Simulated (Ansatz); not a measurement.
Runs of Ansatz 0.2.0 on AlN. It takes space group F-43m (No. 216, cubic). The conventional cell has a = 4.368 Å, b = 4.368 Å, c = 4.368 Å, α = 90.00°, β = 90.00°, γ = 90.00°. Around Al (site symmetry -43m) lie 4 N at 1.89 Å. N (site symmetry -43m) has 4 Al at 1.89 Å as nearest neighbours. Measurements of this composition are mostly on another form, of space group No. 186.

```csv
task,level,potentials or basis,cell,k mesh,cutoff (eV),points for each segment of the path,mesh quality,gap on the mesh (eV),pressure (GPa),V0 of scaled cells (Å³/atom),relaxed volume (Å³/atom),B0 (GPa)
relaxation of cell and atoms,BLYP+D4,Ansatz PAW,relaxed,10 × 10 × 10,420,-,not flagged,3.69,0.0,-,10.33,-
equation of state,SVWN5,Ansatz PAW,as given,10 × 10 × 10,420,-,not flagged,-,-,10.23,-,210
equation of state,PBEsol,Ansatz PAW,as given,10 × 10 × 10,420,-,not flagged,-,-,10.49,-,201
relaxation of cell and atoms,RPBE,Ansatz PAW,relaxed,10 × 10 × 10,420,-,not flagged,3.34,0.0,-,10.87,-
relaxation of cell and atoms,rPW86-PBE,Ansatz PAW,relaxed,10 × 10 × 10,420,-,not flagged,3.56,0.0,-,10.82,-
relaxation of cell and atoms,r2SCAN+rVV10,Ansatz PAW,relaxed,10 × 10 × 10,500,-,not flagged,3.90,0.0,-,10.39,-
equation of state,B3LYP5,Ansatz PAW,as given,5 × 5 × 5,420,-,coarse,-,-,10.55,-,202
band structure,LDA,Ansatz PAW,as given,10 × 10 × 10,420,14,not flagged,3.24,-3.6,-,-,-
band structure,B3LYP5,Ansatz PAW,as given,6 × 6 × 6,420,4,not flagged,(a),2.6,-,-,-
relaxation of cell and atoms,revPBE+D3(BJ),Ansatz PAW,relaxed,10 × 10 × 10,420,-,not flagged,(b),0.0,-,10.37,-
equation of state,LDA,PseudoDojo LDA,as given,10 × 10 × 10,1143,-,not flagged,-,-,10.17,-,210
```

Alike in all rows: no spin polarisation; smearing fermi-dirac 0.05 eV.

Q: Estimate the missing entries.

A: (a) 5.26; (b) 3.36.

Caveats: some runs use coarse meshes; the PAW data sets come from PBE, with cores solved anew for the run's functional, which leaves a small shift of forces and pressure (some runs); the plane-wave basis is chosen anew once the cell has moved, so the energies of steps on either side of that aren't comparable (some runs); the potentials were made for another functional, which shifts forces and pressure (some runs); the thresholds are loose for stress (some runs).

A k mesh can miss the band edges.

Runs at the PBE level aren't shown here.
